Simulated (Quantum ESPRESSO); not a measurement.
# MgS (Niningerite) (Fm-3m) in Quantum ESPRESSO: further runs

Runs on MgS (Niningerite). Level: LDA. Tasks: phonons.

Everything below comes from runs of Quantum ESPRESSO 7.5. Logs are shortened: lines on timing, memory, paths and dates and some standing lists are left out, and cuts for length are marked.

### 1 Starting point

The structure is cubic, space group Fm-3m (No. 225). The conventional cell has a = 5.203 Å, b = 5.203 Å, c = 5.203 Å, α = 90.00°, β = 90.00°, γ = 90.00°. Around S (site symmetry m-3m) lie 6 Mg at 2.60 Å. Mg (site symmetry m-3m) has 6 S at 2.60 Å as nearest neighbours.

### 2 Phonons, LDA, target pressure 10 GPa, at which the enthalpy is minimised

File pw.in:

```
&CONTROL
  calculation = 'scf'
  prefix = 'pwscf'
  outdir = './tmp'
  pseudo_dir = './pseudo'
  tprnfor = .true.
  tstress = .true.
  disk_io = 'low'
/
&SYSTEM
  ibrav = 0
  A = 3.67928871
  nat = 2
  ntyp = 2
  ecutwfc = 84
  nbnd = 14
  occupations = 'smearing'
  smearing = 'fd'
  degauss = 0.00367493
/
&ELECTRONS
  conv_thr = 4d-10
  electron_maxstep = 120
  mixing_beta = 0.5
/
ATOMIC_SPECIES
S     32.0600 S.upf
Mg    24.3050 Mg.upf
CELL_PARAMETERS alat
   0.0000000000    0.7071067821    0.7071067821
   0.7071067821    0.0000000000    0.7071067821
   0.7071067821    0.7071067821    0.0000000000
ATOMIC_POSITIONS alat
S      0.7071067821    0.7071067821    0.7071067821
Mg     0.0000000000    0.0000000000    0.0000000000
K_POINTS automatic
6 6 6 1 1 1
```

File relax.in:

```
&CONTROL
  calculation = 'vc-relax'
  prefix = 'pwscf'
  outdir = './tmp'
  pseudo_dir = './pseudo'
  tprnfor = .true.
  tstress = .true.
  disk_io = 'low'
  nstep = 40
  forc_conv_thr = 0.0001
  etot_conv_thr = 1d-06
/
&SYSTEM
  ibrav = 0
  A = 3.67928871
  nat = 2
  ntyp = 2
  ecutwfc = 84
  nbnd = 14
  occupations = 'smearing'
  smearing = 'fd'
  degauss = 0.00367493
/
&ELECTRONS
  conv_thr = 4d-10
  electron_maxstep = 120
  mixing_beta = 0.5
/
&IONS
  ion_dynamics = 'bfgs'
/
&CELL
  cell_dynamics = 'bfgs'
  press = 100
  press_conv_thr = 0.2
/
ATOMIC_SPECIES
S     32.0600 S.upf
Mg    24.3050 Mg.upf
CELL_PARAMETERS alat
   0.0000000000    0.7071067821    0.7071067821
   0.7071067821    0.0000000000    0.7071067821
   0.7071067821    0.7071067821    0.0000000000
ATOMIC_POSITIONS alat
S      0.7071067821    0.7071067821    0.7071067821
Mg     0.0000000000    0.0000000000    0.0000000000
K_POINTS automatic
6 6 6 1 1 1
```

File scf2.in:

```
&CONTROL
  calculation = 'scf'
  prefix = 'pwscf'
  outdir = './tmp'
  pseudo_dir = './pseudo'
  tprnfor = .true.
  tstress = .true.
  disk_io = 'low'
/
&SYSTEM
  ibrav = 0
  A = 3.51141767
  nat = 2
  ntyp = 2
  ecutwfc = 84
  nbnd = 14
  occupations = 'fixed'
/
&ELECTRONS
  conv_thr = 1d-13
  electron_maxstep = 120
  mixing_beta = 0.5
  startingpot = 'file'
  startingwfc = 'file'
/
ATOMIC_SPECIES
S     32.0600 S.upf
Mg    24.3050 Mg.upf
CELL_PARAMETERS alat
   0.0000000000    0.7071067806    0.7071067806
   0.7071067806    0.0000000000    0.7071067806
   0.7071067806    0.7071067806    0.0000000000
ATOMIC_POSITIONS alat
S      0.7071067806    0.7071067806    0.7071067806
Mg     0.0000000000    0.0000000000    0.0000000000
K_POINTS automatic
6 6 6 1 1 1
```

File ph.in:

```
phonons of MgS
&INPUTPH
  prefix = 'pwscf'
  outdir = './tmp'
  tr2_ph = 1d-18
  fildyn = 'dyn'
  niter_ph = 90
  alpha_mix(1) = 0.7
  epsil = .true.
/
0.0000000000 0.0000000000 0.0000000000
```

File dynmat.in:

```
&INPUT
  fildyn = 'dyn'
  asr = 'crystal'
  lperm = .true.
  filout = 'dynmat.disp'
  fileig = 'dynmat.eig'
/
```

File dynmat_lo.in:

```
&INPUT
  fildyn = 'dyn'
  asr = 'crystal'
  filout = 'dynmat_lo.disp'
  fileig = 'dynmat_lo.eig'
  q(1) = 0
  q(2) = 0
  q(3) = 1
/
```

Potentials or basis: PseudoDojo 0.4.1 SR LDA standard.

On the command line:

```sh
OMP_NUM_THREADS=1 pw.x -in pw.in > pw.out
OMP_NUM_THREADS=1 pw.x -in relax.in > relax.out
OMP_NUM_THREADS=1 pw.x -in scf2.in > scf2.out
OMP_NUM_THREADS=1 ph.x -in ph.in > ph.out
OMP_NUM_THREADS=1 dynmat.x -in dynmat.in > dynmat.out
OMP_NUM_THREADS=1 dynmat.x -in dynmat_lo.in > dynmat_lo.out
```

pw.out:

```text
This program is part of the open-source Quantum ESPRESSO suite
     for quantum simulation of materials; please cite
[... 9 lines left out ...]
     --------------------
     sticks:   dense  smooth     PW     G-vecs:    dense   smooth      PW
     Sum        1123    1123    337                24693    24693    4015

     Using Slab Decomposition

     bravais-lattice index     =            0
     lattice parameter (alat)  =       6.9528  a.u.
     unit-cell volume          =     237.6694 (a.u.)^3
     number of atoms/cell      =            2
     number of atomic types    =            2
     number of electrons       =        16.00
     number of Kohn-Sham states=           14
     kinetic-energy cutoff     =      84.0000  Ry
     charge density cutoff     =     336.0000  Ry
     scf convergence threshold =      4.0E-10
     mixing beta               =       0.5000
     number of iterations used =            8  plain     mixing
     Exchange-correlation= SLA  PW   NOGX NOGC
                           (   1   4   0   0   0   0   0)

     celldm(1)=   6.952848  celldm(2)=   0.000000  celldm(3)=   0.000000
     celldm(4)=   0.000000  celldm(5)=   0.000000  celldm(6)=   0.000000

     crystal axes: (cart. coord. in units of alat)
               a(1) = (   0.000000   0.707107   0.707107 )
               a(2) = (   0.707107   0.000000   0.707107 )
               a(3) = (   0.707107   0.707107   0.000000 )

     reciprocal axes: (cart. coord. in units 2 pi/alat)
               b(1) = ( -0.707107  0.707107  0.707107 )
               b(2) = (  0.707107 -0.707107  0.707107 )
               b(3) = (  0.707107  0.707107 -0.707107 )

     PseudoPot. # 1 for S  read from file:
     S.upf
     Pseudo is Norm-conserving + core correction, Zval =  6.0
     Generated using ONCVPSP code by D. R. Hamann
     Using radial grid of 1132 points,  6 beta functions with:
                l(1) =   0
                l(2) =   0
                l(3) =   1
                l(4) =   1
                l(5) =   2
                l(6) =   2

     PseudoPot. # 2 for Mg read from file:
     Mg.upf
     Pseudo is Norm-conserving, Zval = 10.0
     Generated using ONCVPSP code by D. R. Hamann
     Using radial grid of 1510 points,  4 beta functions with:
                l(1) =   0
                l(2) =   0
                l(3) =   1
                l(4) =   1

     atomic species   valence    mass     pseudopotential
     S                 6.00    32.06000     S ( 1.00)
     Mg               10.00    24.30500     Mg( 1.00)

     48 Sym. Ops., with inversion, found

   Cartesian axes

     site n.     atom                  positions (alat units)
         1        S      tau(   1) = (   0.7071068   0.7071068   0.7071068  )
         2        Mg     tau(   2) = (   0.0000000   0.0000000   0.0000000  )

     number of k points=    28  Fermi-Dirac smearing, width (Ry)=  0.0037
                       cart. coord. in units 2pi/alat
        k(    1) = (   0.0589256   0.0589256   0.0589256), wk =   0.0185185
        k(    2) = (   0.1767767   0.1767767  -0.0589256), wk =   0.0555556
        k(    3) = (   0.2946278   0.2946278  -0.1767767), wk =   0.0555556
        k(    4) = (  -0.2946278  -0.2946278   0.4124790), wk =   0.0555556
        k(    5) = (  -0.1767767  -0.1767767   0.2946278), wk =   0.0555556
        k(    6) = (  -0.0589256  -0.0589256   0.1767767), wk =   0.0555556
[... 20 lines left out ...]
        k(   27) = (   0.2946278   0.2946278   0.2946278), wk =   0.0185185
        k(   28) = (  -0.2946278  -0.2946278   0.8838835), wk =   0.0555556

     Dense  grid:    24693 G-vectors     FFT dimensions: (  45,  45,  45)

     Initial potential from superposition of free atoms

     starting charge      15.9993, renormalised to      16.0000
     Starting wfcs are    9 randomized atomic wfcs +    5 random wfcs

     Self-consistent Calculation

     iteration #  1     ecut=    84.00 Ry     beta= 0.50
     Davidson diagonalization with overlap
     ethr =  1.00E-02,  avg # of iterations =  6.7

     Threshold (ethr) on eigenvalues was too large:
     Diagonalizing with lowered threshold

     Davidson diagonalization with overlap
     ethr =  5.54E-04,  avg # of iterations =  2.0

     total energy              =    -140.88173870 Ry
     estimated scf accuracy    <       0.08846543 Ry

     iteration #  2     ecut=    84.00 Ry     beta= 0.50
     Davidson diagonalization with overlap
     ethr =  5.53E-04,  avg # of iterations =  2.0
[... 36 lines left out ...]
     total energy              =    -140.89780551 Ry
     estimated scf accuracy    <          2.2E-09 Ry

     iteration #  8     ecut=    84.00 Ry     beta= 0.50
     Davidson diagonalization with overlap
     ethr =  1.36E-11,  avg # of iterations =  2.4

     End of self-consistent calculation

          k = 0.0589 0.0589 0.0589 (  3092 PWs)   bands (ev):

   -67.8877 -35.3001 -35.2997 -35.2997  -6.4125   5.6210   6.1213   6.1213
    10.0966  13.7961  14.1379  14.1379  15.9902  15.9902

          k = 0.1768 0.1768-0.0589 (  3076 PWs)   bands (ev):

   -67.8876 -35.3020 -35.3003 -35.2998  -6.0664   4.0297   5.5535   6.0401
    11.2338  13.4492  14.1202  14.1885  15.0452  16.7225
[... 63 lines left out ...]
   -67.8874 -35.3055 -35.3013 -35.3007  -5.1609   1.7471   4.7247   5.3952
    11.4990  12.1459  13.6956  15.4950  17.9353  19.0912

          k =-0.6482 0.0589 0.0589 (  3090 PWs)   bands (ev):

   -67.8873 -35.3055 -35.3023 -35.3020  -4.8076   2.0327   4.2114   4.5264
     9.0346  10.7534  17.3853  17.6525  18.9828  20.2260

          k =-0.5303 0.1768-0.0589 (  3092 PWs)   bands (ev):

   -67.8874 -35.3048 -35.3023 -35.3016  -5.0117   2.3252   4.0387   4.6544
    10.2774  11.9736  14.6468  16.3061  18.3233  20.8047

          k =-0.4125 0.0589 0.0589 (  3094 PWs)   bands (ev):

   -67.8875 -35.3037 -35.3012 -35.3012  -5.4833   3.0156   4.8931   5.0105
    10.5677  11.5547  14.5529  16.1104  17.0749  18.2855

          k = 0.1768 0.1768 0.1768 (  3080 PWs)   bands (ev):
[... 41 lines left out ...]
   -67.8874 -35.3059 -35.3004 -35.3004  -5.2670   1.5371   5.6150   5.6150
    10.6026  13.0073  13.0073  15.9229  17.7825  19.0253

          k =-0.2946-0.2946 0.8839 (  3092 PWs)   bands (ev):

   -67.8874 -35.3057 -35.3017 -35.3008  -5.0350   1.6172   4.3892   5.3633
    11.2739  12.4543  13.6338  15.9725  18.5851  18.8366

     the Fermi energy is     7.3608 ev

!    total energy              =    -140.89780552 Ry
     estimated scf accuracy    <          7.8E-11 Ry
     smearing contrib. (-TS)   =      -0.00000000 Ry
     internal energy E=F+TS    =    -140.89780552 Ry

     The total energy is F=E-TS. E is the sum of the following terms:
     one-electron contribution =     -86.59382862 Ry
     hartree contribution      =      44.24807319 Ry
     xc contribution           =     -21.83857357 Ry
     ewald contribution        =     -76.71347652 Ry

     convergence has been achieved in   8 iterations

     Forces acting on atoms (cartesian axes, Ry/au):

     atom    1 type  1   force =     0.00000000   -0.00000000   -0.00000000
     atom    2 type  2   force =     0.00000000   -0.00000000    0.00000000

     Total force =     0.000000     Total SCF correction =     0.000000

     Computing stress (Cartesian axis) and pressure

          total   stress  (Ry/bohr**3)                   (kbar)     P=      -31.84
  -0.00021642   0.00000000  -0.00000000          -31.84        0.00       -0.00
   0.00000000  -0.00021642  -0.00000000            0.00      -31.84       -0.00
  -0.00000000  -0.00000000  -0.00021642           -0.00       -0.00      -31.84

=------------------------------------------------------------------------------=
   JOB DONE.
=------------------------------------------------------------------------------=
```

Run time: 6.9 min. Hardware: 1 thread of Arm Neoverse V1, shared host; peak memory 0.07 GiB.

Results:

```yaml
Free_energy: -1916.9358 eV
Relaxed_volume: 15.31 Å³/atom
Relaxed_cell: a = 3.511 Å, b = 3.511 Å, c = 3.511 Å, α = 60.00°, β = 60.00°, γ = 60.00°
Space_group_after_relaxing_to_0.05_Å: Fm-3m (No. 225)
Pressure_after_relaxing: 10.0 GPa
Electronic_dielectric_tensor_diagonal: 5.65
Born_charges_mean_of_the_diagonal: S -2.21; Mg +2.21 e
Highest_phonon_frequency_at_Γ_LO-TO_splitting_left_out: 320 cm⁻¹
Static_dielectric_tensor_diagonal: 11.17
```

The path:
```csv
step,energy change (eV),largest force (eV/Å),pressure (GPa),volume (Å³)
1,0.0000,0.0000,-3.18,35.22
2,-0.0085,0.0000,2.31,32.90
3,0.1088,0.0000,11.96,30.14
4,0.0732,0.0000,9.81,30.66
5,0.0762,0.0000,10.00,30.62
6,0.0762,0.0000,10.00,30.61
```

Final structure:
```cif
data_structure
_symmetry_space_group_name_H-M 'P 1'
_symmetry_Int_Tables_number 1
_cell_length_a 3.5114
_cell_length_b 3.5114
_cell_length_c 3.5114
_cell_angle_alpha 60.000
_cell_angle_beta 60.000
_cell_angle_gamma 60.000
_cell_volume 30.61
loop_
_atom_site_label
_atom_site_type_symbol
_atom_site_fract_x
_atom_site_fract_y
_atom_site_fract_z
_atom_site_occupancy
S1 S 0.50000 0.50000 0.50000 1
Mg1 Mg 0.00000 0.00000 0.00000 1
```

Levels at points of the mesh, in eV from the valence-band top:
| k point | band 5 | band 6 | band 7 | band 8 | band 9 | band 10 | band 11 | band 12 |
| --- | --- | --- | --- | --- | --- | --- | --- | --- |
| (0.08, 0.08, 0.08) | -13.38 | -0.52 | 0.00 | 0.00 | 5.16 | 7.61 | 7.93 | 7.93 |

Phonon frequencies in cm⁻¹ (negative: imaginary):
```
              q point        frequencies
(0.000, 0.000, 0.000)  4 4 4 320 320 320
```

Electronic dielectric tensor:
```
5.65 0.00 0.00
0.00 5.65 0.00
0.00 0.00 5.65
```

Born effective charge tensors (e):
atom 1, S
```
-2.21  0.00  0.00
 0.00 -2.21  0.00
 0.00  0.00 -2.21
```
atom 2, Mg
```
2.21 0.00 0.00
0.00 2.21 0.00
0.00 0.00 2.21
```

Optical modes at Γ, degenerate ones joined, polar ones without the macroscopic field:
```csv
cm⁻¹,components,symmetry,active in,"IR intensity, summed ((D/Å)²/amu)"
320,3,T1u,IR,24.39
```

Zone-centre frequencies without and with the macroscopic field along z (cm⁻¹):
```csv
,optical modes in rising order
without,320 320 320
with the field,320 320 450
```

Static dielectric tensor, electrons and zone-centre modes:
```
11.17  0.00  0.00
 0.00 11.17  0.00
 0.00  0.00 11.17
```

Caveat: the cell is more than 3 GPa from zero pressure, which shifts response properties.

(Continued in part 2 of 3.)
